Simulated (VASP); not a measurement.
Input of a VASP 6.6.1 run:

Contents of INCAR:

```
PREC = Accurate
ENCUT = 520
EDIFF = 1E-7
ISMEAR = -1
SIGMA = 0.05
LREAL = False
LASPH = True
NELM = 100
ALGO = Normal
ISIF = 2
LWAVE = False
LCHARG = False
GGA = B5
ALDAX = 1.0
AGGAX = 1.0
AGGAC = 1.0
ALDAC = 0.0
```

Contents of KPOINTS:

```
regular mesh
0
Gamma
  5 5 5
```

The input POSCAR:

```
Ge
1.0
    0.0000000000      2.8857400000      5.1156650000
    2.6304970000      0.0000000000      5.1156650000
    2.6304970000      2.8857400000      0.0000000000
Ge
4
Direct
    0.7264900000      0.2735100000      0.7264900000
    0.2735100000      0.7264900000      0.2735100000
    0.2181330000      0.2181330000      0.7818670000
    0.7818670000      0.7818670000      0.2181330000
```

Contents of KPOINTS_OPT:

```
path GYCDXGZD1HC,C1Z,XH1,HY,LG
10
line-mode
reciprocal
 0.0000000000  0.0000000000  0.0000000000  G
 0.5000000000  0.0000000000  0.5000000000  Y

 0.5000000000  0.0000000000  0.5000000000  Y
 0.5000000000  0.1083705569  0.6083705569  C

 0.5000000000  0.1083705569  0.6083705569  C
 0.0286819066  0.5000000000  0.5286819066  D

 0.0286819066  0.5000000000  0.5286819066  D
 0.0000000000  0.5000000000  0.5000000000  X

 0.0000000000  0.5000000000  0.5000000000  X
 0.0000000000  0.0000000000  0.0000000000  G

 0.0000000000  0.0000000000  0.0000000000  G
 0.5000000000  0.5000000000  0.0000000000  Z

 0.5000000000  0.5000000000  0.0000000000  Z
 0.9713180934  0.5000000000  0.4713180934  D1

 0.9713180934  0.5000000000  0.4713180934  D1
 0.9098640972  0.4098640972  0.5000000000  H

 0.9098640972  0.4098640972  0.5000000000  H
 0.5000000000  0.1083705569  0.6083705569  C

 0.5000000000  0.8916294431  0.3916294431  C1
 0.5000000000  0.5000000000  0.0000000000  Z

 0.0000000000  0.5000000000  0.5000000000  X
 0.0901359028  0.5901359028  0.5000000000  H1

 0.9098640972  0.4098640972  0.5000000000  H
 0.5000000000  0.0000000000  0.5000000000  Y

 0.5000000000  0.5000000000  0.5000000000  L
 0.0000000000  0.0000000000  0.0000000000  G
```

Potentials or basis: VASP PAW PBE potentials, release 64 (Ge_d).

The run is started by

```sh
$ cat potpaw_PBE.64/Ge_d/POTCAR > POTCAR
$ mpirun -np 1 vasp_std > vasp.out
```

Problem. Predict the largest force.

Solution. 0.117 eV/Å.

Problem. Predict the pressure.

Solution. 6.1 GPa.

Problem. What does it give for the band gap along the path?

Solution. None (metal or under the smearing width).

Levels at the corners of the path, in eV from the Fermi level:
| point | band 26 | band 27 | band 28 | band 29 | band 30 | band 31 | band 32 | band 33 |
| --- | --- | --- | --- | --- | --- | --- | --- | --- |
| Γ | -2.23 | -1.88 | -1.75 | -1.55 | 3.38 | 4.04 | 4.21 | 6.19 |
| Y | -3.91 | -3.05 | -2.52 | -1.05 | -0.61 | 3.52 | 4.69 | 7.18 |
| Y | -3.91 | -3.05 | -2.52 | -1.05 | -0.61 | 3.52 | 4.69 | 7.18 |
| C | -2.60 | -2.51 | -2.28 | -0.82 | -0.28 | 2.86 | 3.71 | 7.57 |
| C | -2.60 | -2.51 | -2.28 | -0.82 | -0.28 | 2.86 | 3.71 | 7.78 |
| D | -4.92 | -3.46 | -1.93 | -1.75 | 3.23 | 3.72 | 3.97 | 5.98 |
| D | -4.92 | -3.46 | -1.93 | -1.75 | 3.23 | 3.72 | 3.97 | 6.03 |
| X | -5.01 | -3.48 | -1.95 | -1.76 | 3.22 | 3.80 | 4.06 | 5.94 |
| X | -5.01 | -3.48 | -1.95 | -1.76 | 3.22 | 3.80 | 4.06 | 5.99 |
| Γ | -2.23 | -1.88 | -1.75 | -1.55 | 3.38 | 4.04 | 4.21 | 6.19 |
| Γ | -2.23 | -1.88 | -1.75 | -1.55 | 3.38 | 4.04 | 4.21 | 6.19 |
| Z | -1.75 | -0.16 | 0.46 | 1.13 | 1.17 | 2.02 | 2.80 | 5.32 |
| Z | -1.75 | -0.16 | 0.46 | 1.13 | 1.17 | 2.02 | 2.80 | 5.32 |
| D1 | -4.92 | -3.46 | -1.93 | -1.75 | 3.23 | 3.72 | 3.97 | 6.00 |
| D1 | -4.92 | -3.46 | -1.93 | -1.75 | 3.23 | 3.72 | 3.97 | 5.98 |
| H | -4.88 | -3.78 | -1.92 | -1.48 | 3.23 | 3.46 | 3.46 | 6.39 |
| H | -4.88 | -3.78 | -1.92 | -1.48 | 3.23 | 3.46 | 3.46 | 6.37 |
| C | -2.60 | -2.51 | -2.28 | -0.82 | -0.28 | 2.86 | 3.71 | 7.58 |
| C1 | -2.60 | -2.51 | -2.28 | -0.82 | -0.28 | 2.86 | 3.71 | 7.58 |
| Z | -1.75 | -0.16 | 0.46 | 1.13 | 1.17 | 2.02 | 2.80 | 5.32 |
| X | -5.01 | -3.48 | -1.95 | -1.76 | 3.22 | 3.80 | 4.06 | 5.94 |
| H1 | -4.88 | -3.78 | -1.92 | -1.48 | 3.23 | 3.46 | 3.46 | 6.38 |
| H | -4.88 | -3.78 | -1.92 | -1.48 | 3.23 | 3.46 | 3.46 | 6.38 |
| Y | -3.91 | -3.05 | -2.52 | -1.05 | -0.61 | 3.52 | 4.69 | 7.18 |
| L | -1.52 | -0.70 | 0.84 | 1.06 | 1.38 | 2.39 | 2.48 | 3.49 |
| Γ | -2.23 | -1.88 | -1.75 | -1.55 | 3.38 | 4.04 | 4.21 | 6.19 |

Caveat: the PAW data sets were made with another functional, which shifts forces and pressure a little.
